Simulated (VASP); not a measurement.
Wanted: the native input for a VASP 6.6.1 run.

```yaml
Task: relaxation of cell and atoms
Functional: PBE
Potentials_or_basis: VASP PAW PBE potentials, release 64 (Ga_d, As)
Cutoff: 600 eV
k_mesh: 10 × 10 × 10
Occupations: gaussian, width 0.03 eV
Spin: no spin polarisation
Further_INCAR_settings: ALGO = Normal; EDIFF = 1e-06; IBRION = 2; EDIFFG = -0.01; NSW = 90; ISIF = 3
```

The structure of GaAs lies in POSCAR:

```
GaAs
1.0
    0.0000000000      2.8268500000      2.8268500000
    2.8268500000      0.0000000000      2.8268500000
    2.8268500000      2.8268500000      0.0000000000
Ga As
1 1
Direct
    0.0000000000      0.0000000000      0.0000000000
    0.2500000000      0.2500000000      0.2500000000
```

These files were run (other wordings do the same):

INCAR

```
SYSTEM = GaAs
PREC = Accurate
ENCUT = 600
EDIFF = 1E-6
ISMEAR = 0
SIGMA = 0.03
LREAL = .False.
LASPH = .True.
NELM = 80
ALGO = Normal
ISIF = 3
LWAVE = .False.
LCHARG = .False.
GGA = PE
IBRION = 2
NSW = 90
EDIFFG = -0.01
```

KPOINTS

```
Automatic mesh
0
Gamma
  10 10 10
  0 0 0
```

Potentials or basis: VASP PAW PBE potentials, release 64 (Ga_d, As).

Run with:

```sh
$ cat potpaw_PBE.64/Ga_d/POTCAR potpaw_PBE.64/As/POTCAR > POTCAR
$ mpirun -np 1 vasp_std > vasp.out
```

It gave:

| Property | Result |
| --- | --- |
| Relaxed volume | 23.77 Å³/atom |
| Relaxed cell | a = 4.066 Å, b = 4.066 Å, c = 4.066 Å, α = 60.00°, β = 60.00°, γ = 60.00° |
| Space group after relaxing (to 0.05 Å) | F-43m (No. 216) |
| Energy gained by relaxing | 12.1 meV/atom |
| Ionic steps | 3 |
| Pressure after relaxing | -0.1 GPa |
| Band gap on the k mesh | 0.15 eV, direct |

It took 29 s on 1 thread of Intel(R) Xeon(R) 6975P-C (Granite Rapids) (shared host), peak memory 0.2 GiB.
